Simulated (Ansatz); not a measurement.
# Lu (diamond type): a single-point run

Wanted: a converged single-point run for Lu (diamond type), and a check of what comes out. The structure is shown as the input types it.

Method: DFT, PBE, PAW with Ansatz's default frozen-core files, scalar-relativistic, in Ansatz 0.2.0.

1 further run of the same task is left out (set aside as unsound or not needed).

### 1 Starting point

The structure is cubic, space group Fd-3m (No. 227). The conventional cell has a = 6.871 Å, b = 6.871 Å, c = 6.871 Å, α = 90.00°, β = 90.00°, γ = 90.00°. Lu (site symmetry -43m) is surrounded by 4 Lu at 2.98 Å.

Structure file:

```xyz
2
Lattice="0.0000 3.4355 3.4355 3.4355 0.0000 3.4355 3.4355 3.4355 0.0000" Properties=species:S:1:pos:R:3 pbc="T T T"
Lu   -0.8589   -0.8589   -0.8589
Lu    0.8589    0.8589    0.8589
```

### 2 The calculation

File input.yaml:

```yaml
crystal:
  lattice:
    - [0.0, 3.4355414796, 3.4355414796]
    - [3.4355414796, 0.0, 3.4355414796]
    - [3.4355414796, 3.4355414796, 0.0]
  atoms:
    - { symbol: Lu, position: [-0.125, -0.125, -0.125] }
    - { symbol: Lu, position: [0.125, 0.125, 0.125] }
kpoints:
  mp_grid: { grid: [10, 10, 10] }
scf:
  occupations: { method: fixed }
  max_iter: 60
hamiltonian:
  xc: pbe
  pseudopotentials: { kind: paw }
output:
  forces: true
  stress: true
  eigenvalues: true
  populations: true
```

The run is started by

```sh
> ansatz run input.yaml --threads 1 --pin off --max-ram 2048MiB --backend cpu --events-out ev --progress --plain --runs-dir out
```

What happens when this is run?

The run converged and reported no error, with warnings (band overlap at count, metallic iterate, unresolved pair at count). Its log warns: «a fill by count may have filled part of one level: at k-index 5 the highest filled band, 9.021911 eV, and the lowest empty band, 9.021911 eV, stand 0.000e0 eV apart ...»

The suspect setting: scf.occupations.method is fixed; scf.occupations.width is missing. What could go wrong: fixed occupations where they can't hold. It still converged here, which does not make the setting sound.

The test: set scf.occupations.method to fermi_dirac and scf.occupations.width to 0.08.
